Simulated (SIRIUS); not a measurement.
Runs of SIRIUS 7.12.0 on PtSe2 (Sudovikovite). It takes space group P-3m1 (No. 164, trigonal). Conventional cell: a = 3.724 Å, b = 3.724 Å, c = 5.062 Å, α = 90.00°, β = 90.00°, γ = 120.00°. Pt (site symmetry -3m) has 6 Se at 2.49 Å as nearest neighbours. Se (site symmetry 3m) has 3 Pt at 2.49 Å as nearest neighbours. 

```tsv
level	gap on the mesh (eV)	largest force (eV/Å)
PBEsol	none	(a)
RPBE	none	(b)
AM05	none	0.18
revPBE	none	0.62
PW91	none	0.62
LDA	none	0.20
PBE	none	0.58
BLYP	none	1.00
WC	none	0.44
```

Alike in all rows: task single point; potentials or basis all-electron FP-LAPW, apw+lo standard; no spin polarisation; cell as given; k mesh 8 × 8 × 5; cutoff (eV) 198; smearing fermi-dirac 0.05 eV.

Estimate the missing entries.

(a) 0.34; (b) 0.63.

Caveats: forces of over 1 eV/Å show positions far from the minimum, so gaps and moduli don't describe the material at rest (some runs).

A k mesh can miss the band edges, and the runs leave out spin-orbit coupling on Pt, Se.

A gap of «none» marks a metal or a gap under the smearing width.
